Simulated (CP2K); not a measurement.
Crystal: AlO.

```
Al O
1.0
     2.76919    0.00000    0.00000
     0.00000    2.76919    0.00000
     0.00000    0.00000    2.76919
Al O
1 1
Direct
  0.50000 0.50000 0.50000
  0.00000 0.00000 0.00000
```

The cell was built by a generator and needn't be a form met in nature.

Base run:

```yaml
Program: CP2K 2026.2
Functional: RPBE
Dispersion: D3(BJ)+ATM
Potentials_or_basis: POTENTIAL_UZH Al GTH-PBE-q3, O GTH-PBE-q6; TZVP-MOLOPT-PBE-GTH basis
Density_cutoff: 8163 eV
k_mesh: 10 × 10 × 10
Occupations: fermi-dirac, width 0.05 eV
Spin: no spin polarisation
```

Its results: band gap on the k mesh none (metal or under the smearing width); pressure -15.7 GPa.

Task: The run is repeated on the same cell with these changes: dispersion from D3(BJ)+ATM to D4. What comes out?

Result: Band gap on the k mesh none (metal or under the smearing width); pressure -5.0 GPa.

Caveats: the potentials were made for another functional, which shifts forces and pressure; the basis of atomic orbitals isn't converged, which shifts pressures, moduli and gaps; an odd number of electrons without spin polarisation forces a metal; a magnetic or distorted state may lie lower; pairwise dispersion overbinds metals, which lowers pressure and volume.

Not every run made on this cell is shown here.
